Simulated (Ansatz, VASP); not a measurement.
## Two plane-wave programs on Ge

File INCAR:

```
SYSTEM = Ge
ALGO = Normal
EDIFF = 1E-7
ENCUT = 520
GGA = PS
ISIF = 2
ISMEAR = 0
LASPH = .TRUE.
LCHARG = .TRUE.
LELF = .TRUE.
LREAL = .FALSE.
LVHAR = .TRUE.
LWAVE = .FALSE.
NBANDS = 21
NELM = 100
PREC = Accurate
SIGMA = 0.1
```

Contents of KPOINTS:

```
k-points
0
G
  8 8 8
  0 0 0
```

The input POSCAR:

```
Ge
1.0
   -2.4958980000      2.6508630000      1.4369470000
    2.4958980000     -2.6508630000      1.4369470000
    2.4958980000      2.6508630000     -1.4369470000
Ge
2
Direct
    0.1859430000      0.9359430000      0.2500000000
    0.8140570000      0.0640570000      0.7500000000
```

Input for Ansatz:

```yaml
crystal:
  lattice:
    - [-2.495898, 2.650863, 1.436947]
    - [2.495898, -2.650863, 1.436947]
    - [2.495898, 2.650863, -1.436947]
  atoms:
    - { symbol: Ge, position: [0.185943, 0.935943, 0.25] }
    - { symbol: Ge, position: [0.814057, 0.064057, 0.75] }
basis:
  ecutwfc: 420
kpoints:
  mp_grid: { grid: [8, 8, 8] }
hamiltonian:
  xc: pbesol
scf:
  occupations: { method: gaussian, width: 0.1 }
output:
  forces: true
  stress: true
  eigenvalues: true
```

This isn't the form of Ge at room conditions, which is diamond.

Alike in both runs: task single point; functional PBEsol; k mesh 8 × 8 × 8; occupations gaussian, width 0.1 eV; no spin polarisation.

```csv
,VASP,Ansatz
version,VASP 6.6.1,Ansatz 0.2.0
potentials or method,"VASP PAW PBE potentials, release 64 (Ge_d)","scalar-relativistic, plane waves, PAW"
plane-wave cutoff (eV),520,420
valence electrons in the cell,28,28
```

```csv
,VASP,Ansatz,Ansatz less VASP
gap on the k mesh at the Fermi level (eV),none,none,-
pressure (GPa),-2.7,-2.6,+0.06
largest component of the traceless stress (GPa),0.95,0.93,-0.017
rms of the force components (eV/Å),0.011,0.011,-0.0003
```

Atom by atom the forces differ by 0.000 eV/Å (rms over components). A gap of «none» marks a metal or a gap that the smearing closes. The functional is the same, so the differences come from potentials, cutoffs and numerics.

Caveats: the PAW data sets were made with another functional, which shifts forces and pressure a little (VASP).
